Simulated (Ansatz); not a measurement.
**TiO₂ — quadrupolar parameters**

The cell is a computed structure from the Materials Project (it need not be an observed phase).

Space group P2_1/c (No. 14); a = 4.8127, b = 4.8719, c = 5.0410 Å, β = 99.86°.

```csv
site,Wyckoff,site symmetry,x,y,z
Ti,4e,1,0.2774,0.4472,0.7131
O5,4e,1,0.4454,0.7424,0.9668
O9,4e,1,0.0638,0.3230,0.3516
```

One atom of each set is listed.

Computed with Ansatz: DFT, r2SCAN, plane waves and PAW, scalar-relativistic, 500 eV cutoff, Γ-centred 5×4×4 k-points, Fermi–Dirac smearing 0.02 eV.

V_zz is the principal component of the electric field gradient with the largest magnitude, η = (V_xx − V_yy)/V_zz and C_Q = eQV_zz/h.

⁴⁹Ti: I = 7/2, Q = 247.0 mb; O-17: I = 5/2, Q = -25.58 mb. Nuclear quadrupole moments: year-2017 set (Pyykkö).

```json
{"site": "Ti", "atoms": "4", "first shell": "7 O at 1.88–2.20 Å", "V_zz (10²¹ V/m²)": "2.43", "η": "0.36", "C_Q (MHz)": "14.5"}
{"site": "O5", "atoms": "4", "first shell": "4 Ti at 2.00–2.20 Å", "V_zz (10²¹ V/m²)": "-1.43", "η": "0.42", "C_Q (MHz)": "0.887"}
{"site": "O9", "atoms": "4", "first shell": "3 Ti at 1.88–2.03 Å", "V_zz (10²¹ V/m²)": "-2.65", "η": "0.96", "C_Q (MHz)": "1.64"}
```

Where η is near 1 the sign of V_zz means little.

The run took 51 s of wall time (51 s of CPU time) and 0.69 GiB at its peak, on 1 thread of Arm Neoverse V1 (aarch64; 8 cores open to the job, memory cap 2.5 GiB, no GPU), a shared host with a load of 0.5 a core.
